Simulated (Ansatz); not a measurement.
# Relaxation path: Se (sc type)

DFT, PBE, PAW with Ansatz's default frozen-core files, scalar-relativistic (Ansatz 0.2.0); a Γ-centred 14×14×14 k mesh, Fermi–Dirac smearing of 0.1 eV, no spin polarisation. The run relaxes cell and atoms at a target pressure of 1.6 GPa.

Command: `ansatz run input.yaml --threads 1 --pin off --max-ram 3584MiB --backend cpu --events-out ev --progress --plain --runs-dir out` It took 5.5 s on 1 thread of Intel(R) Xeon(R) 6975P-C (Granite Rapids) (shared host), peak memory 0.38 GiB.

PAW: frozen-core files, cutoff 420 eV; forces are relaxed below 0.005 eV/Å.

Each step lists its enthalpy F + pV a cell above the last geometry, the pressure, the cell vectors (Å), and Cartesian positions (Å) with forces (eV/Å).

The first step:

```
step 1  dH = 5.42 meV  P = 4.22 GPa
  cell 2.7805 0.0000 0.0000  0.0000 2.7805 0.0000  0.0000 0.0000 2.7805
  Se 0.0000 0.0000 0.0000   0.0000 0.0000 0.0000
```

Where does the relaxation end, and by which steps?

After 4 geometries, with conventional a, b, c = 2.810, 2.810, 2.810 Å, at 22.183 Å³/atom (+3.20 % against the start) in space group Pm-3m, with a shortest distance of 2.810 Å. The further steps:
```
step 2  dH = 3.19 meV  P = -0.20 GPa
  cell 2.8328 0.0000 0.0000  0.0000 2.8328 0.0000  0.0000 0.0000 2.8328
  Se 0.0000 0.0000 0.0000   0.0000 0.0000 0.0000
step 3  dH = 0.01 meV  P = 1.50 GPa
  cell 2.8111 0.0000 0.0000  0.0000 2.8111 0.0000  0.0000 0.0000 2.8111
  Se 0.0000 0.0000 0.0000   0.0000 0.0000 0.0000
step 4  dH = 0.00 meV  P = 1.60 GPa
  cell 2.8098 0.0000 0.0000  0.0000 2.8098 0.0000  0.0000 0.0000 2.8098
  Se 0.0000 0.0000 0.0000   0.0000 0.0000 0.0000
step 5  dH = -0.04 meV  P = 1.60 GPa  (same geometry on a basis chosen anew; earlier energies don't compare to the last digit)
  cell 2.8098 0.0000 0.0000  0.0000 2.8098 0.0000  0.0000 0.0000 2.8098
  Se 0.0000 0.0000 0.0000   0.0000 0.0000 0.0000
```
